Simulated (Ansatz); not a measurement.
# CsH3: the cost of one run

Computed with Ansatz 0.2.0 (DFT PBE, scalar-relativistic, plane waves, PAW, unless a step's input says otherwise).

### 1 The structure to begin with

Symmetry: Pm-3n, No. 223, cubic system. The conventional cell has a = 5.091 Å, b = 5.091 Å, c = 5.091 Å, α = 90.00°, β = 90.00°, γ = 90.00°. Cs (site symmetry m-3) is surrounded by 12 H at 2.85 Å. H (site symmetry -4m2) is surrounded by 2 H at 2.55 Å and 4 Cs at 2.85 Å.

Structure file:

```
CELL_PARAMETERS angstrom
5.09119 0.00000 0.00000
0.00000 5.09119 0.00000
0.00000 0.00000 5.09119
ATOMIC_POSITIONS crystal
Cs 0.00000 0.00000 0.00000
Cs 0.50000 0.50000 0.50000
H 0.00000 0.50000 0.25000
H 0.00000 0.50000 0.75000
H 0.25000 0.00000 0.50000
H 0.75000 0.00000 0.50000
H 0.50000 0.75000 0.00000
H 0.50000 0.25000 0.00000
```

This is candidate A: A15 type (Pm-3n, No. 223).

(A quick probe on a coarse mesh, which set the mesh and smearing, is not shown.)

### 3 Relaxing cell and atoms (candidate A)

File input.yaml:

```yaml
crystal:
  lattice:
    - [5.0911869966, 0.0, 0.0]
    - [0.0, 5.0911869966, 0.0]
    - [0.0, 0.0, 5.0911869966]
  atoms:
    - { symbol: Cs, position: [0.0, 0.0, 0.0] }
    - { symbol: Cs, position: [0.5, 0.5, 0.5] }
    - { symbol: H, position: [0.0, 0.5, 0.25] }
    - { symbol: H, position: [0.0, 0.5, 0.75] }
    - { symbol: H, position: [0.25, 0.0, 0.5] }
    - { symbol: H, position: [0.75, 0.0, 0.5] }
    - { symbol: H, position: [0.5, 0.75, 0.0] }
    - { symbol: H, position: [0.5, 0.25, 0.0] }
basis:
  ecutwfc: 420
kpoints:
  mp_grid: { grid: [8, 8, 8] }
hamiltonian:
  xc: pbe
scf:
  occupations: { method: gaussian, width: 0.1 }
output:
  forces: true
  stress: true
  eigenvalues: true
relax:
  adjacent_minimum: "off"
  f_tol: 0.01
  max_steps: 80
  cell: { stress_tol: 0.05 }
```

Command:

```bash
> ansatz run input.yaml --threads 1 --pin off --max-ram 2560MiB --backend cpu --events-out ev --progress --plain --runs-dir out
```

What time and memory should one allow on 1 thread of AMD EPYC 9R45 (Zen 5), shared host?

About 14 s, with a peak of 0.5 GiB.
